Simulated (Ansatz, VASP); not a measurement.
# Cross-check of Al30Ga24N24O47 (amorphous Al2O3 against GaN(10-10), +2 O) between VASP and Ansatz

One calculation is typed for both programs; each brings its own data sets. How far apart do they land? The structure shown is the start of the Ansatz relaxation below; VASP solves that cell, so the two are compared at the walk's first step.

Method: plane waves, with VASP 6.6.1 beside it; single point at PBE, in Ansatz 0.2.0.

**1. The starting structure**

The cell holds 125 atoms: 24 Ga, 24 N, 30 Al and 47 O. Cell: a = 10.460 Å, b = 9.630 Å, c = 13.973 Å, α = 90.0°, β = 90.0°, γ = 90.0°. It derives from GaN (4 planes of wurtzite GaN(10-10)). A slab of 4 planes of wurtzite GaN(10-10) (starting lattice constant a = 3.21 A, c = 5.23 A), 10.46 x 9.63 A in plane. 77 atoms (30 Al, 47 O) packed at random between the slab and its periodic image at 3.05 g/cm^3 (a layer of 8.4 A) and pushed apart as soft spheres. Langevin MD at fixed cell with the MACE-MP-0b2 small potential (Batatia et al., arXiv:2401.00096), steps of 1.5 fs: 0.63 ps at 3000 K with the crystal held, 3000 to 1000 K in 1.8 ps with the crystal held, 1000 to 300 K in 0.9 ps with its inner planes held; soft walls kept the melt out of the crystal while it was held. Then all atoms and the cell's height relaxed. The structure's axis is c.

**2. Ansatz: relaxation, PBE**

Ansatz runs on its default PAW (the set named soft_2) files.

The two programs are compared at the cell with which this relaxation starts, whose forces are those of its first step.

Input file input.yaml:

```yaml
crystal:
  lattice:
    - [10.46, 0.0, 0.0]
    - [0.0, 9.63, 0.0]
    - [0.0, 0.0, 13.97287]
  atoms:
    - { symbol: Ga, position: [0.99103, 0.97387, 0.32958] }
    - { symbol: "N", position: [0.06879, 0.98561, 0.0639] }
    - { symbol: Ga, position: [0.25501, 0.98584, 0.06834] }
    - { symbol: "N", position: [0.32596, 0.97118, 0.31675] }
    - { symbol: Ga, position: [0.00458, 0.14673, 0.1308] }
    - { symbol: "N", position: [0.06179, 0.1371, 0.26319] }
    - { symbol: Ga, position: [0.2528, 0.1387, 0.27907] }
    - { symbol: "N", position: [0.30974, 0.14658, 0.14124] }
    - { symbol: Ga, position: [0.01905, 0.30501, 0.33856] }
    - { symbol: "N", position: [0.06287, 0.31374, 0.06509] }
    - { symbol: Ga, position: [0.2478, 0.30996, 0.07641] }
    - { symbol: "N", position: [0.32909, 0.30479, 0.33423] }
    - { symbol: Ga, position: [0.00532, 0.4801, 0.13293] }
    - { symbol: "N", position: [0.06681, 0.47651, 0.26679] }
    - { symbol: Ga, position: [0.2569, 0.47186, 0.27307] }
    - { symbol: "N", position: [0.31721, 0.47441, 0.13784] }
    - { symbol: Ga, position: [0.00843, 0.65069, 0.33974] }
    - { symbol: "N", position: [0.0712, 0.6416, 0.06675] }
    - { symbol: Ga, position: [0.25683, 0.6369, 0.06655] }
    - { symbol: "N", position: [0.30522, 0.6491, 0.32872] }
    - { symbol: Ga, position: [0.99744, 0.81276, 0.12056] }
    - { symbol: "N", position: [0.05369, 0.81295, 0.25648] }
    - { symbol: Ga, position: [0.24497, 0.81483, 0.26432] }
    - { symbol: "N", position: [0.30966, 0.81003, 0.12634] }
    - { symbol: Ga, position: [0.5031, 0.97692, 0.33222] }
    - { symbol: "N", position: [0.55295, 0.98428, 0.07965] }
    - { symbol: Ga, position: [0.74244, 0.97886, 0.07344] }
    - { symbol: "N", position: [0.8021, 0.97614, 0.32847] }
    - { symbol: Ga, position: [0.49598, 0.14915, 0.14354] }
    - { symbol: "N", position: [0.56922, 0.15084, 0.26889] }
    - { symbol: Ga, position: [0.75504, 0.1503, 0.27048] }
    - { symbol: "N", position: [0.81526, 0.1452, 0.13467] }
    - { symbol: Ga, position: [0.51368, 0.31711, 0.33856] }
    - { symbol: "N", position: [0.56872, 0.30407, 0.06798] }
    - { symbol: Ga, position: [0.75535, 0.31633, 0.07363] }
    - { symbol: "N", position: [0.82958, 0.31184, 0.34096] }
    - { symbol: Ga, position: [0.5047, 0.47472, 0.1316] }
    - { symbol: "N", position: [0.57047, 0.47912, 0.26356] }
    - { symbol: Ga, position: [0.76107, 0.48178, 0.27338] }
    - { symbol: "N", position: [0.8145, 0.48843, 0.1361] }
    - { symbol: Ga, position: [0.49006, 0.64185, 0.32492] }
    - { symbol: "N", position: [0.5555, 0.63836, 0.06056] }
    - { symbol: Ga, position: [0.74356, 0.65062, 0.05846] }
    - { symbol: "N", position: [0.81524, 0.65566, 0.34063] }
    - { symbol: Ga, position: [0.49553, 0.80649, 0.13141] }
    - { symbol: "N", position: [0.56109, 0.80515, 0.2631] }
    - { symbol: Ga, position: [0.7478, 0.80946, 0.26384] }
    - { symbol: "N", position: [0.80554, 0.81062, 0.13248] }
    - { symbol: Al, position: [0.95873, 0.48425, 0.54467] }
    - { symbol: Al, position: [0.25855, 0.50583, 0.84956] }
    - { symbol: Al, position: [0.27175, 0.17982, 0.85884] }
    - { symbol: Al, position: [0.01677, 0.32372, 0.92734] }
    - { symbol: Al, position: [0.07555, 0.68332, 0.71309] }
    - { symbol: Al, position: [0.64921, 0.83956, 0.64008] }
    - { symbol: Al, position: [0.28691, 0.30781, 0.47593] }
    - { symbol: Al, position: [0.5393, 0.64941, 0.91798] }
    - { symbol: Al, position: [0.73174, 0.65675, 0.46144] }
    - { symbol: Al, position: [0.08446, 0.89736, 0.52512] }
    - { symbol: Al, position: [0.04142, 0.96399, 0.93053] }
    - { symbol: Al, position: [0.54969, 0.45503, 0.74452] }
    - { symbol: Al, position: [0.45207, 0.58746, 0.54098] }
    - { symbol: Al, position: [0.31605, 0.83962, 0.87221] }
    - { symbol: Al, position: [0.34952, 0.28897, 0.66907] }
    - { symbol: Al, position: [0.77861, 0.30904, 0.47714] }
    - { symbol: Al, position: [0.37293, 0.68413, 0.69465] }
    - { symbol: Al, position: [0.54191, 0.97951, 0.94657] }
    - { symbol: Al, position: [0.20187, 0.98739, 0.6801] }
    - { symbol: Al, position: [0.77259, 0.98188, 0.46526] }
    - { symbol: Al, position: [0.08376, 0.19621, 0.56514] }
    - { symbol: Al, position: [0.50832, 0.28747, 0.94231] }
    - { symbol: Al, position: [0.92955, 0.14151, 0.76764] }
    - { symbol: Al, position: [0.56459, 0.1416, 0.53084] }
    - { symbol: Al, position: [0.77358, 0.34852, 0.83286] }
    - { symbol: Al, position: [0.04037, 0.66962, 0.93229] }
    - { symbol: Al, position: [0.59862, 0.12963, 0.75114] }
    - { symbol: Al, position: [0.226, 0.63297, 0.46022] }
    - { symbol: Al, position: [0.81109, 0.83823, 0.87002] }
    - { symbol: Al, position: [0.82991, 0.62268, 0.73328] }
    - { symbol: O, position: [0.7525, 0.78995, 0.74032] }
    - { symbol: O, position: [0.60106, 0.40169, 0.87442] }
    - { symbol: O, position: [0.53106, 0.7145, 0.62906] }
    - { symbol: O, position: [0.56468, 0.63135, 0.44714] }
    - { symbol: O, position: [0.29507, 0.11879, 0.737] }
    - { symbol: O, position: [0.74488, 0.13997, 0.53085] }
    - { symbol: O, position: [0.40623, 0.2078, 0.54542] }
    - { symbol: O, position: [0.08852, 0.83818, 0.64947] }
    - { symbol: O, position: [0.32896, 0.62274, 0.94043] }
    - { symbol: O, position: [0.72872, 0.47933, 0.73852] }
    - { symbol: O, position: [0.71326, 0.95865, 0.93841] }
    - { symbol: O, position: [0.11864, 0.77959, 0.43412] }
    - { symbol: O, position: [0.79357, 0.50034, 0.50796] }
    - { symbol: O, position: [0.58212, 0.99352, 0.44949] }
    - { symbol: O, position: [0.06904, 0.53651, 0.45639] }
    - { symbol: O, position: [0.15005, 0.81631, 0.90191] }
    - { symbol: O, position: [0.21987, 0.6083, 0.74709] }
    - { symbol: O, position: [0.92779, 0.98197, 0.83483] }
    - { symbol: O, position: [0.47483, 0.60406, 0.79989] }
    - { symbol: O, position: [0.52671, 0.2761, 0.70473] }
    - { symbol: O, position: [0.75688, 0.17784, 0.77487] }
    - { symbol: O, position: [0.19269, 0.03149, 0.55398] }
    - { symbol: O, position: [0.30891, 0.3507, 0.79639] }
    - { symbol: O, position: [0.31873, 0.0092, 0.93656] }
    - { symbol: O, position: [0.10643, 0.48761, 0.9102] }
    - { symbol: O, position: [0.34253, 0.48552, 0.46643] }
    - { symbol: O, position: [0.9396, 0.30409, 0.54413] }
    - { symbol: O, position: [0.83749, 0.33683, 0.95639] }
    - { symbol: O, position: [0.94589, 0.32124, 0.80609] }
    - { symbol: O, position: [0.1296, 0.23495, 0.43527] }
    - { symbol: O, position: [0.30808, 0.69745, 0.56504] }
    - { symbol: O, position: [0.95983, 0.67037, 0.81232] }
    - { symbol: O, position: [0.71934, 0.67328, 0.91911] }
    - { symbol: O, position: [0.60372, 0.30664, 0.45357] }
    - { symbol: O, position: [0.95584, 0.592, 0.6455] }
    - { symbol: O, position: [0.74985, 0.81469, 0.53168] }
    - { symbol: O, position: [0.59015, 0.01111, 0.65468] }
    - { symbol: O, position: [0.20443, 0.32415, 0.59728] }
    - { symbol: O, position: [0.48346, 0.82424, 0.90257] }
    - { symbol: O, position: [0.10502, 0.15595, 0.89843] }
    - { symbol: O, position: [0.31549, 0.85326, 0.74367] }
    - { symbol: O, position: [0.43114, 0.48309, 0.64696] }
    - { symbol: O, position: [0.95487, 0.98531, 0.46915] }
    - { symbol: O, position: [0.04153, 0.1086, 0.67804] }
    - { symbol: O, position: [0.33987, 0.28703, 0.96177] }
    - { symbol: O, position: [0.5288, 0.1292, 0.87236] }
    - { symbol: O, position: [0.92746, 0.8076, 0.96575] }
kpoints:
  mp_grid: { grid: [1, 1, 1] }
hamiltonian:
  xc: pbe
scf:
  occupations: { method: fermi_dirac, width: 0.025 }
output:
  forces: true
relax:
  f_tol: 0.08
  max_steps: 90
  cell: { fix: [a, b, alpha, beta, gamma] }
```

The run is started by

```console
$ ansatz run input.yaml --threads 4 --pin off --max-ram 8192MiB --backend cpu --events-out ev --progress --plain --runs-dir out
```

Numbers of over 12 decimals in the logs are rounded to 6 here.

What it wrote:

```text
Engine: ansatz 0.2.0, x86_64-unknown-linux-gnu
Pseudopotentials: kind: paw
Pseudopotential: Ga, paw, valence charge 13, recommended cutoff 420 eV (normal), Ga.paw.azcp
Pseudopotential: N, paw, valence charge 5, recommended cutoff 420 eV (normal), N.paw.azcp
Pseudopotential: Al, paw, valence charge 3, recommended cutoff 420 eV (normal), Al.paw.azcp
Pseudopotential: O, paw, valence charge 6, recommended cutoff 420 eV (normal), O.paw.azcp
Functional definition: PBE
  parameter kappa = 0.804
  parameter beta = 0.066725
  exchange = pbe_x(kappa = kappa, mu = beta*pi^2/3)
  correlation = pbe_c(beta = beta)
Crystal: 125 atoms, lattice volume = 1407.484 Å³
Basis set: ecut = 420 eV, 27505 PW (Γ), exchange–correlation on 144×144×192 points (8 copies of the dense FFT grid, shifted against one another)
Bands: 527, of which v1, the nominal top of the filled ones, is band 402 counted from 1 (401 counted from 0)
Symmetry: 1 space group operations
Space group: P1 (ITA 1), of the structure as read, at distance tolerance 1.1e-4 Å
k-points: 1
Non-local potential: Ga, projectors of the file, l = 0: 2, l = 1: 2, l = 2: 3, l = 3: 1
Non-local potential: N, projectors of the file, l = 0: 2, l = 1: 2, l = 2: 1
Non-local potential: Al, projectors of the file, l = 0: 2, l = 1: 2, l = 2: 1
Non-local potential: O, projectors of the file, l = 0: 2, l = 1: 2, l = 2: 1
PAW form: soft (Blöchl's): semilocal exchange-correlation on the pseudo side does not see the compensation charge
PAW one-centre angular grid: Ga, 590 points (default); XC on 64 Gauss nodes
PAW one-centre angular grid: N, 110 points (default); XC on 64 Gauss nodes
PAW one-centre angular grid: Al, 110 points (default); XC on 64 Gauss nodes
PAW one-centre angular grid: O, 110 points (default); XC on 64 Gauss nodes
Initial density: superposition of atomic densities (neutral atoms: chi_scale 0, normalization atom), corrected by the library's trained network
Initial wavefunctions: pseudopotential atomic-orbital guess
Functional: x = pbe(κ = 0.804, μ = 0.219515), c = pbe(β = 0.066725)
SCF iter   1: F=—  HF=-142910.890407 eV  |F-HF|=—  |Δ(HF+E_count)|=         —  Δρ=2.10e-2  dr2=1.70e1  ethr=1.77e-3  ⟨swp⟩=6.0  Hψ=2283  notcnv=0  defer=25
preconditioner: auto → LDOS  [insulator: Δε(μ)=0.110 eV  Ē_g=16.024 eV  σ=0.025 eV  W_gap=0.80  n_scr=364 (ndim 8)  ℏωp=28.1 eV  f_vac=0.043  D(μ)=14.37/eV (n_scr^D=54)  ε∞_Penn≈4.1  β→1.0]
SCF iter   2: F=—  HF=-142914.006547 eV  |F-HF|=—  |Δ(HF+E_count)|=    3.12e0  Δρ=3.91e-2  dr2=5.45e1  ethr=1.77e-3  ⟨swp⟩=2.0  Hψ=972  notcnv=0  defer=119  recentre
SCF iter   3: F=—  HF=-142910.485709 eV  |F-HF|=—  |Δ(HF+E_count)|=    3.52e0  Δρ=1.44e-2  dr2=7.13e0  ethr=1.77e-3  ⟨swp⟩=2.0  Hψ=1376  notcnv=0  defer=110
SCF iter   4: F=—  HF=-142909.770051 eV  |F-HF|=—  |Δ(HF+E_count)|=   7.16e-1  Δρ=9.99e-3  dr2=2.92e0  ethr=8.86e-4  ⟨swp⟩=2.0  Hψ=418  notcnv=0  defer=119
SCF iter   5: F=—  HF=-142909.541275 eV  |F-HF|=—  |Δ(HF+E_count)|=   2.29e-1  Δρ=4.53e-3  dr2=8.26e-1  ethr=3.63e-4  ⟨swp⟩=1.0  Hψ=607  notcnv=0  defer=119
SCF iter   6: F=—  HF=-142909.518598 eV  |F-HF|=—  |Δ(HF+E_count)|=   2.27e-2  Δρ=7.21e-3  dr2=1.24e0  ethr=1.03e-4  ⟨swp⟩=2.0  Hψ=438  notcnv=0  defer=119
SCF iter   7: F=—  HF=-142909.473679 eV  |F-HF|=—  |Δ(HF+E_count)|=   4.49e-2  Δρ=4.90e-3  dr2=6.08e-1  ethr=1.03e-4  ⟨swp⟩=1.0  Hψ=408  notcnv=0  defer=119
SCF iter   8: F=—  HF=-142909.452957 eV  |F-HF|=—  |Δ(HF+E_count)|=   2.07e-2  Δρ=3.52e-3  dr2=3.15e-1  ethr=7.56e-5  ⟨swp⟩=2.0  Hψ=415  notcnv=0  defer=119
SCF iter   9: F=—  HF=-142909.446064 eV  |F-HF|=—  |Δ(HF+E_count)|=   6.89e-3  Δρ=1.38e-3  dr2=2.90e-2  ethr=3.91e-5  ⟨swp⟩=1.0  Hψ=408  notcnv=0  defer=119
SCF iter  10: F=—  HF=-142909.446475 eV  |F-HF|=—  |Δ(HF+E_count)|=   4.10e-4  Δρ=1.73e-3  dr2=6.61e-2  ethr=3.61e-6  ⟨swp⟩=3.0  Hψ=609  notcnv=0  defer=118
SCF iter  11: F=—  HF=-142909.444894 eV  |F-HF|=—  |Δ(HF+E_count)|=   1.58e-3  Δρ=1.03e-3  dr2=2.43e-2  ethr=3.61e-6  ⟨swp⟩=1.0  Hψ=409  notcnv=0  defer=118
SCF iter  12: F=—  HF=-142909.443901 eV  |F-HF|=—  |Δ(HF+E_count)|=   9.94e-4  Δρ=3.00e-4  dr2=2.00e-3  ethr=3.02e-6  ⟨swp⟩=1.0  Hψ=409  notcnv=0  defer=118
SCF iter  13: F=—  HF=-142909.443807 eV  |F-HF|=—  |Δ(HF+E_count)|=   9.38e-5  Δρ=8.21e-5  dr2=1.57e-4  ethr=2.49e-7  ⟨swp⟩=1.0  Hψ=409  notcnv=0  defer=118
SCF iter  14: F=—  HF=-142909.443774 eV  |F-HF|=—  |Δ(HF+E_count)|=   3.35e-5  Δρ=4.22e-5  dr2=3.64e-5  ethr=1.95e-8  ⟨swp⟩=2.0  Hψ=724  notcnv=0  defer=118
SCF iter  15: F=—  HF=-142909.445308 eV  |F-HF|=—  |Δ(HF+E_count)|=   1.53e-3  Δρ=2.11e-5  dr2=8.11e-6  ethr=4.53e-9  ⟨swp⟩=2.0  Hψ=811  notcnv=0  defer=118
SCF iter  16: F=—  HF=-142909.445307 eV  |F-HF|=—  |Δ(HF+E_count)|=   5.74e-7  Δρ=1.16e-5  dr2=2.54e-6  ethr=1.01e-9  ⟨swp⟩=2.0  Hψ=810  notcnv=0  defer=118
[...]
- { symbol: Ga, position: [0.255170, 0.639871, 0.067264] }
    - { symbol: N, position: [0.307074, 0.647751, 0.328943] }
    - { symbol: Ga, position: [0.994547, 0.813997, 0.120538] }
    - { symbol: N, position: [0.053954, 0.813510, 0.256864] }
    - { symbol: Ga, position: [0.242085, 0.811901, 0.264248] }
    - { symbol: N, position: [0.311028, 0.811347, 0.128516] }
    - { symbol: Ga, position: [0.504338, 0.975599, 0.333868] }
    - { symbol: N, position: [0.552314, 0.982631, 0.079445] }
    - { symbol: Ga, position: [0.740855, 0.979417, 0.071681] }
    - { symbol: N, position: [0.801625, 0.977095, 0.327396] }
    - { symbol: Ga, position: [0.499819, 0.149079, 0.142624] }
    - { symbol: N, position: [0.568642, 0.147814, 0.269563] }
    - { symbol: Ga, position: [0.756333, 0.150214, 0.267797] }
    - { symbol: N, position: [0.815713, 0.145832, 0.131963] }
    - { symbol: Ga, position: [0.515823, 0.315468, 0.338525] }
    - { symbol: N, position: [0.572035, 0.304966, 0.068124] }
    - { symbol: Ga, position: [0.758621, 0.318211, 0.070925] }
    - { symbol: N, position: [0.827908, 0.311357, 0.340481] }
    - { symbol: Ga, position: [0.507441, 0.474795, 0.131193] }
    - { symbol: N, position: [0.572052, 0.477532, 0.264241] }
    - { symbol: Ga, position: [0.762113, 0.482559, 0.271627] }
    - { symbol: N, position: [0.815826, 0.489656, 0.134843] }
    - { symbol: Ga, position: [0.491990, 0.640673, 0.325196] }
    - { symbol: N, position: [0.555028, 0.640097, 0.060507] }
    - { symbol: Ga, position: [0.743298, 0.651423, 0.057561] }
    - { symbol: N, position: [0.815634, 0.654582, 0.341020] }
    - { symbol: Ga, position: [0.496846, 0.806481, 0.132571] }
    - { symbol: N, position: [0.560502, 0.806326, 0.265208] }
    - { symbol: Ga, position: [0.748368, 0.809579, 0.263537] }
    - { symbol: N, position: [0.805169, 0.811512, 0.132103] }
    - { symbol: Al, position: [0.957557, 0.482813, 0.546257] }
    - { symbol: Al, position: [0.262000, 0.510362, 0.848191] }
    - { symbol: Al, position: [0.273935, 0.178515, 0.860538] }
    - { symbol: Al, position: [0.018887, 0.326497, 0.923915] }
    - { symbol: Al, position: [0.074110, 0.683375, 0.713349] }
    - { symbol: Al, position: [0.648255, 0.839906, 0.640721] }
    - { symbol: Al, position: [0.284926, 0.304345, 0.480274] }
    - { symbol: Al, position: [0.541470, 0.652496, 0.917063] }
    - { symbol: Al, position: [0.731532, 0.653728, 0.462281] }
    - { symbol: Al, position: [0.086721, 0.896231, 0.526652] }
    - { symbol: Al, position: [0.039850, 0.966744, 0.928098] }
    - { symbol: Al, position: [0.550518, 0.453248, 0.745125] }
    - { symbol: Al, position: [0.455076, 0.586118, 0.543547] }
    - { symbol: Al, position: [0.315843, 0.833383, 0.874004] }
    - { symbol: Al, position: [0.349635, 0.288239, 0.671891] }
    - { symbol: Al, position: [0.777192, 0.306832, 0.478326] }
    - { symbol: Al, position: [0.371711, 0.683934, 0.694253] }
    - { symbol: Al, position: [0.536787, 0.979803, 0.945610] }
    - { symbol: Al, position: [0.202156, 0.985265, 0.681883] }
    - { symbol: Al, position: [0.773541, 0.978650, 0.464783] }
    - { symbol: Al, position: [0.081432, 0.194652, 0.567804] }
    - { symbol: Al, position: [0.510524, 0.288310, 0.942637] }
    - { symbol: Al, position: [0.927939, 0.142539, 0.766374] }
    - { symbol: Al, position: [0.565027, 0.134849, 0.533685] }
    - { symbol: Al, position: [0.775630, 0.350721, 0.831146] }
    - { symbol: Al, position: [0.040470, 0.672543, 0.929902] }
    - { symbol: Al, position: [0.598594, 0.129601, 0.751792] }
    - { symbol: Al, position: [0.226864, 0.630784, 0.460788] }
    - { symbol: Al, position: [0.809131, 0.840693, 0.869547] }
    - { symbol: Al, position: [0.828890, 0.625240, 0.732765] }
    - { symbol: O, position: [0.751317, 0.792328, 0.740592] }
    - { symbol: O, position: [0.603704, 0.398782, 0.873131] }
    - { symbol: O, position: [0.530902, 0.713112, 0.632421] }
    - { symbol: O, position: [0.564416, 0.627911, 0.448663] }
    - { symbol: O, position: [0.296049, 0.116464, 0.738960] }
    - { symbol: O, position: [0.745478, 0.136412, 0.529573] }
    - { symbol: O, position: [0.405556, 0.204185, 0.545568] }
    - { symbol: O, position: [0.090050, 0.837697, 0.649190] }
    - { symbol: O, position: [0.322964, 0.636712, 0.939333] }
    - { symbol: O, position: [0.728039, 0.481584, 0.737593] }
    - { symbol: O, position: [0.710818, 0.961776, 0.937447] }
    - { symbol: O, position: [0.125362, 0.779187, 0.436608] }
    - { symbol: O, position: [0.792233, 0.497210, 0.508925] }
    - { symbol: O, position: [0.579785, 0.987746, 0.452321] }
    - { symbol: O, position: [0.067298, 0.537178, 0.457805] }
    - { symbol: O, position: [0.146774, 0.821688, 0.896001] }
    - { symbol: O, position: [0.219525, 0.607564, 0.744369] }
    - { symbol: O, position: [0.924201, 0.985821, 0.834572] }
    - { symbol: O, position: [0.467466, 0.595704, 0.803632] }
    - { symbol: O, position: [0.525351, 0.274728, 0.704929] }
    - { symbol: O, position: [0.756236, 0.181112, 0.772608] }
    - { symbol: O, position: [0.193086, 0.032707, 0.554844] }
    - { symbol: O, position: [0.305429, 0.349902, 0.797254] }
    - { symbol: O, position: [0.324360, 0.00502361, 0.940361] }
[...]
- { symbol: O, position: [0.107115, 0.155641, 0.898487] }
    - { symbol: O, position: [0.315783, 0.851815, 0.744517] }
    - { symbol: O, position: [0.431523, 0.481122, 0.647326] }
    - { symbol: O, position: [0.957340, 0.982557, 0.468419] }
    - { symbol: O, position: [0.040602, 0.105604, 0.678161] }
    - { symbol: O, position: [0.341665, 0.286749, 0.961967] }
    - { symbol: O, position: [0.526447, 0.130483, 0.872146] }
    - { symbol: O, position: [0.927061, 0.809952, 0.963294] }
```

(Continued in part 2 of 2.)

[Lines on the potential files, build, host, timing and source positions are cut from VASP's logs without a mark.]

[Logs are printed without paths, hosts, clocks, repeated set-up lines and the standing remarks that a program may print on its own settings, such as how far it seeks lower states.]

[Hosts, paths, dates, database ids (printed as entryN), source tags and the programs' standing remarks are cut or masked in the printed files.]
